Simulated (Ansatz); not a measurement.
# Zone-centre phonons of ZnS at 1 GPa: input and output

Computed with Ansatz 0.2.0, DFT PBEsol, scalar-relativistic, plane waves, PAW.

Launched with:
```bash
ansatz run input.yaml --threads 1 --pin off --max-ram 3072MiB --backend cpu --events-out ev --progress --plain --runs-dir out
```

Input (bare energies are in eV):
```yaml
crystal:
  lattice:
    - [0.0, 2.6671646222, 2.6671646222]
    - [2.6671646222, 0.0, 2.6671646222]
    - [2.6671646222, 2.6671646222, 0.0]
  atoms:
    - { symbol: Zn, position: [0.0, 0.0, 0.0] }
    - { symbol: S, position: [0.75, 0.75, 0.75] }
basis:
  ecutwfc: 420
kpoints:
  mp_grid: { grid: [10, 10, 10] }
hamiltonian:
  xc: pbesol
scf:
  occupations: { method: fixed }
output:
  eigenvalues: true
phonons:
  method: dfpt
  dielectric: true
  rigid_motions: translations
  eigenvectors: true
```

The end of the output:
```
--- Phonons (Γ-DFPT): 2 representative perturbations + reference, on 171 of 1000 k-points (Σ response iterations 6) ---
  k mesh reduced under 4 symmetry operations, with k and −k counted as one. Each operation leaves every solved perturbation unchanged. A smaller set is not considered because the run solves the response ...
  ASR residual: 2.304e-4 → 0.000e0 eV/Å²; symmetrization residual: 1.529e-6 eV/Å²
  ASR residual per site (eV/Å²): 2.47e-5 2.30e-4
  Γ frequencies (cm⁻¹): 0.00 0.00 0.00 284.89 284.89 284.89
  ε∞ (high-frequency dielectric tensor):
        6.091006    -0.000000     0.000000
       -0.000000     6.091006     0.000000
        0.000000     0.000000     6.091006
  ε⁰ (static dielectric tensor: ions relaxed, cell fixed):
        8.858312    -0.000000    -0.000000
       -0.000000     8.858312     0.000000
       -0.000000     0.000000     8.858312
  ε⁰ − ε∞ (ionic part):
        2.767306    -0.000000    -0.000000
       -0.000000     2.767306     0.000000
       -0.000000     0.000000     2.767306
  softest optical mode at Γ: 284.89 cm⁻¹; the repairs (sum rule, projections) moved no ω² at Γ by more than (1.43 cm⁻¹)²
  Born effective charges Z* (e; rows j = field, columns β = displacement):
    site 0:
         1.93030   -0.00000   -0.00000
        -0.00000    1.93030    0.00000
        -0.00000    0.00000    1.93030
    site 1:
        -1.93030    0.00000    0.00000
         0.00000   -1.93030   -0.00000
         0.00000   -0.00000   -1.93030
  Z* charge neutrality: 2.094e-4 e pre-enforcement
  solved inside a basis spanned on kpoints, on 10×10×10 k-points, its susceptibility summed on 14×14×14: ε∞ is read to err by 1.6e-2, Z* by 1.2e-2 e (field_mesh: kpoints solves on kpoints); Z* is corrected for ...
  optical modes at Γ without the LO–TO term, one row a degenerate level:
      ω (cm⁻¹) modes IR ((D/Å)²/amu)
        284.89      3            11.9885
  optical modes at Γ + LO–TO along q̂ = [1.0000, 0.0000, 0.0000]:
      ω (cm⁻¹) modes IR ((D/Å)²/amu)
        284.89      2             7.9923
        343.57      1             3.9962
  optical modes at Γ + LO–TO along q̂ = [0.0000, 1.0000, 0.0000]:
      ω (cm⁻¹) modes IR ((D/Å)²/amu)
        284.89      2             7.9923
        343.57      1             3.9962
  optical modes at Γ + LO–TO along q̂ = [0.0000, 0.0000, 1.0000]:
      ω (cm⁻¹) modes IR ((D/Å)²/amu)
        284.89      2             7.9923
        343.57      1             3.9962
```

The run took 77 s on 1 thread of Intel(R) Xeon(R) Platinum 8259CL CPU @ 2.50GHz (Skylake/Cascade Lake), on a shared host, peak memory 0.68 GiB.